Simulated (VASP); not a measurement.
# GaN: G0W0 on PBE, by spin-orbit coupling

GaN, Fm-3m (no. 225), 2 atoms in the cell.

| Spin-orbit coupling | Quasiparticle gap on the mesh (eV) | Gap of the starting point on the mesh (eV) | Quasiparticle gap at the zone centre (eV) | Starting gap at the zone centre (eV) | Correction of the gap between the band edges on the mesh (eV) | Time (s) |
|---|---|---|---|---|---|---|
| no | 3.00 | 2.07 | 3.16 | 2.27 | 0.93 | 18 |
| yes | 3.00 | 2.07 | 3.14 | 2.25 | 0.93 | 62 |

Limits: the mesh is coarse: neither the gap nor the screening is converged.

## Input of the first row

INCAR.step1:
```
SYSTEM = GaN
PREC     = Accurate       ! precision mode
ENCUT    = 500            ! plane-wave cutoff, eV
ISMEAR   = 0              ! smearing method
SIGMA    = 0.05           ! smearing width, eV
LASPH    = .TRUE.         ! aspherical terms in the spheres
LREAL    = .FALSE.        ! projectors in reciprocal space
GGA      = PE             ! functional
ALGO     = Normal         ! electronic algorithm
EDIFF    = 1E-8           ! SCF threshold, eV
NELM     = 150            ! most SCF steps
LWAVE    = .TRUE.         ! write WAVECAR
LCHARG   = .FALSE.        ! write CHGCAR
KPAR     = 4             
```

INCAR.step2, as INCAR.step1 but for:
```
- ALGO = Normal
- NELM = 150
+ ALGO = Exact
+ NELM = 1
+ ISTART = 1
+ NBANDS = 60
+ LOPTICS = .TRUE.
```

INCAR.step3, as INCAR.step2 but for:
```
- ALGO = Exact
- NELM = 1
- EDIFF = 1E-8
- LWAVE = .TRUE.
- LOPTICS = .TRUE.
+ ALGO = EVGW0
+ NBANDSGW = 13
+ ENCUTGW = 130
+ NOMEGA = 48
+ PRECFOCK = Fast
+ LWAVE = .FALSE.
+ NELMGW = 1
```

KPOINTS:
```
k-points
0
Gamma
  3 3 3
```

POSCAR:
```
GaN
1.0
    0.0000000000      2.1352350000      2.1352350000
    2.1352350000      0.0000000000      2.1352350000
    2.1352350000      2.1352350000      0.0000000000
Ga N
1 1
Direct
    0.0000000000      0.0000000000      0.0000000000
    0.5000000000      0.5000000000      0.5000000000
```

Commands (each step's output is kept before the next begins):
```
cat potpaw_PBE.64/Ga_d_GW/POTCAR potpaw_PBE.64/N_GW/POTCAR > POTCAR
cp INCAR.step1 INCAR
mpirun -np 4 vasp_std > vasp.out
cp INCAR.step2 INCAR
mpirun -np 4 vasp_std > vasp.out
cp INCAR.step3 INCAR
mpirun -np 4 vasp_std > vasp.out
```

Changes of the last row against the first:
```
(step 1)
+ LSORBIT = True
+ GGA_COMPAT = False
+ MAGMOM = 0 0 0 0 0 0
(step 2)
- NBANDS = 60
+ LSORBIT = True
+ GGA_COMPAT = False
+ MAGMOM = 0 0 0 0 0 0
+ NBANDS = 120
(step 3)
- NBANDS = 60
- NBANDSGW = 13
+ LSORBIT = True
+ GGA_COMPAT = False
+ MAGMOM = 0 0 0 0 0 0
+ NBANDS = 120
+ NBANDSGW = 26
- vasp_std
+ vasp_ncl
```

VASP 6.6.1 took 18 s on 4 cores (AMD EPYC 7R43 (Zen 3)), a shared host.
